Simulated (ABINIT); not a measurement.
The system is AlN.

```
Al N
1.0
     3.11300    0.00000    0.00000
    -1.55650    2.69594    0.00000
     0.00000    0.00000    4.98100
Al N
2 2
Direct
  0.66667 0.33333 0.50000
  0.33333 0.66667 0.00000
  0.66667 0.33333 0.88000
  0.33333 0.66667 0.38000
```

Program: ABINIT 10.8.3 (patched build). Alike in all runs: no spin polarisation; cell as given.

Task: Order these runs on this cell by their band gap on the k mesh, lowest first.
A. level BLYP; potentials or basis JTH PAW PBE v2.0; k mesh 10 × 10 × 6; cutoff (eV) 844; smearing fermi-dirac 0.05 eV; fine-grid cutoff 1442.2 eV
B. level r2SCAN; potentials or basis JTH PAW PBE v2.0; k mesh 10 × 10 × 6; cutoff (eV) 844; smearing fermi-dirac 0.05 eV; fine-grid cutoff 1442.2 eV
C. level PBE0; potentials or basis PseudoDojo NC SR PBE v0.4.1 standard; k mesh 6 × 6 × 4; cutoff (eV) 952; smearing fixed; most SCF steps 60
D. level PW91; potentials or basis JTH PAW PBE v2.0; k mesh 10 × 10 × 6; cutoff (eV) 844; smearing fermi-dirac 0.05 eV; fine-grid cutoff 1442.2 eV
E. level HSE06; potentials or basis PseudoDojo NC SR PBE v0.4.1 standard; k mesh 6 × 6 × 4; cutoff (eV) 952; smearing fixed; most SCF steps 60

Result: D (4.23 eV), A (4.51 eV), B (4.81 eV), E (5.58 eV), C (6.27 eV).

Caveats: Libxc's HSE differs a little from that of other programs (some runs).

Runs at the PBE level aren't shown here.
